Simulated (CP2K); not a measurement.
## GaSb in CP2K: the effect of dispersion

The system is GaSb.

```
CELL_PARAMETERS angstrom
4.32608 0.00000 0.00000
2.16304 3.74649 0.00000
2.16304 1.24883 3.53223
ATOMIC_POSITIONS crystal
Sb 0.75000 0.75000 0.75000
Ga 0.00000 0.00000 0.00000
```

Alike in all runs:

| Property | Result |
| --- | --- |
| Program | CP2K 2026.2 |
| Task | single point |
| Functional | RPBE |
| Potentials or basis | POTENTIAL_UZH Sb GTH-PBE-q5, Ga GTH-PBE-q13; TZVP-MOLOPT-PBE-GTH basis |
| Density cutoff | 6123 eV |
| k mesh | 8 × 8 × 8 |
| Occupations | fermi-dirac, width 0.05 eV |
| Spin | no spin polarisation |

Question: One run gave: pressure 1.5 GPa. Which dispersion did it use?
A. D4
B. D3(BJ)
C. D3(BJ)+ATM
D. none
E. D3

Answer: E.

```csv
dispersion,pressure (GPa)
none,3.8
D3,1.5
D3(BJ),-5.7
D4,-1.1
D3(BJ)+ATM,-5.6
```

Caveats: the potentials were made for another functional, which shifts forces and pressure; the basis of atomic orbitals isn't converged, which shifts pressures, moduli and gaps.
